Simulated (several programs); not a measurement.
A 2-atom cell of PbTe started from a crystallographic database, relaxed with r2SCAN in Ansatz, was computed with several methods. Space group Fm-3m (No. 225), cubic; a = 6.536 Å in the conventional setting, 34.90 Å³ an atom. Te has 6 Pb at 3.27 Å; Pb has 6 Te at 3.27 Å. The values are computed, spin-unpolarised.

```cif
data_structure
_symmetry_space_group_name_H-M 'Fm-3m'
_symmetry_Int_Tables_number 225
_cell_length_a 6.5357
_cell_length_b 6.5357
_cell_length_c 6.5357
_cell_angle_alpha 90.000
_cell_angle_beta 90.000
_cell_angle_gamma 90.000
_cell_volume 279.18
loop_
_atom_site_label
_atom_site_type_symbol
_atom_site_symmetry_multiplicity
_atom_site_Wyckoff_symbol
_atom_site_fract_x
_atom_site_fract_y
_atom_site_fract_z
_atom_site_occupancy
Te1 Te 4 b 0.50000 0.00000 0.00000 1
Pb1 Pb 4 a 0.00000 0.00000 0.00000 1
```

Gaps and times are for a single point on this cell; volume and bulk modulus come from each method's own relaxation or energy curve at fixed shape. Times are rough, from shared hosts (Arm Neoverse N1; Arm Neoverse V2; Intel Xeon 6975P-C), and each method has its own mesh and cell size. A star marks a curve whose lowest point is an end point. PM6 (MOPAC), PM7 (MOPAC), GFN1-xTB (tblite), GFN2-xTB (tblite) treat a cluster of cells at its zone centre, which samples few k points: where these miss a band edge, the gap comes out too large for that reason alone. Gaps from k meshes are read at a limited set of points (mesh, symmetry points, PBE's band edges), so each method's own least gap may be somewhat smaller. xTB and the PM methods were fitted mostly to molecules, and can miss a solid's gap by electronvolts. Minimal bases can be far off for gaps. Times of the plane-wave ladder aren't listed, since it ran on unlike processors and cards. GLLB-SC's gap includes the derivative discontinuity. G0W0 is at finite bands, cutoff and mesh. d marks a direct gap, i an indirect one (no mark: not told apart), a dash a value that wasn't computed or didn't pass its checks.

| method | kind | gap (eV) | own volume (Å³/atom) | bulk modulus (GPa) | atoms computed | processor time |
| --- | --- | --- | --- | --- | --- | --- |
| PBEsol | semilocal | – | 33.44 | – | 2 | – |
| light PBE (260 eV and a coarse mesh) | light plane-wave | 0.81 d | – | – | 2 | 1.6 s |
| LDA | semilocal | 0.71 d | 32.49 | – | 2 | – |
| GFN1-xTB (tblite) | tight binding | 0.47 | 31.12* | 95* | cluster | 2.7 s |
| PM6 (MOPAC) | semi-empirical | 3.17 | – | – | cluster | 3.8 s |
| PM7 (MOPAC) | semi-empirical | 6.14 | – | – | cluster | 4.6 s |
| PBE/single zeta (GPAW) | small basis | 0.79 d | – | – | 2 | 5.3 s |
| PBE | semilocal | 0.80 d | 35.48 | 39 | 2 | – |
| GFN2-xTB (tblite) | tight binding | 1.08 | – | – | cluster | 5.8 s |
| PBE/SZV (CP2K) | small basis | 0.94 d | 36.49 | 43 | 2 | 8.6 s |
| PBE+SOC | semilocal | 0.02 d | – | – | 2 | – |
| r2SCAN | semilocal | 1.09 d | 34.90 | 42 | 2 | – |
| PBE/DZVP (CP2K) | small basis | 0.78 d | 35.42 | 39 | 2 | 20 s |
| GLLB-SC (GPAW) | model potential | 1.52 | – | – | 2 | 21 s |
| G0W0@r2SCAN (180 eV screening cutoff) | many-body | 1.22 | – | – | 2 | – |
| G0W0@PBE (260 eV screening cutoff) | many-body | 1.13 | – | – | 2 | – |
| G0W0@LDA (140 eV screening cutoff) | many-body | 1.01 | – | – | 2 | – |
| G0W0@HSE06 (180 eV screening cutoff) | many-body | 1.26 | – | – | 2 | – |
| G0W0@PBE0 (180 eV screening cutoff) | many-body | 1.36 | – | – | 2 | – |
| PBE0 | hybrid | 1.75 d | – | – | 2 | – |
| HSE06 | hybrid | 1.20 d | 34.62 | – | 2 | – |
| Hartree-Fock | exact exchange | 5.41 d | – | – | 2 | – |
| r2SCANh | hybrid | 1.43 d | – | – | 2 | – |
| DDH-PBE0 | hybrid | 0.93 d | – | – | 2 | – |
| HSE06+SOC | hybrid | 0.27 d | – | – | 2 | – |

Task: How far from the measured values lie the methods that can be set against them?

Result:
- Volume, measured 33.61 Å³ an atom: PBEsol -0.5 %, LDA -3.4 %, PBE +5.6 %, PBE/SZV (CP2K) +8.6 %, r2SCAN +3.8 %, PBE/DZVP (CP2K) +5.4 %, HSE06 +3.0 %.
The calculations are for a static lattice; samples hold vibrations, temperature and, in optical gaps, excitons. A measured value is shown where most reports agree with it, and only for the quantities listed. Sources: 33.61 Å³ an atom (from the lattice constants; cubic lattice constant a at 250 K; 250 K; “Correlated local dipoles in PbTe”; 2017; arxiv:1709.02863).

Only the rows marked +SOC include spin-orbit coupling.
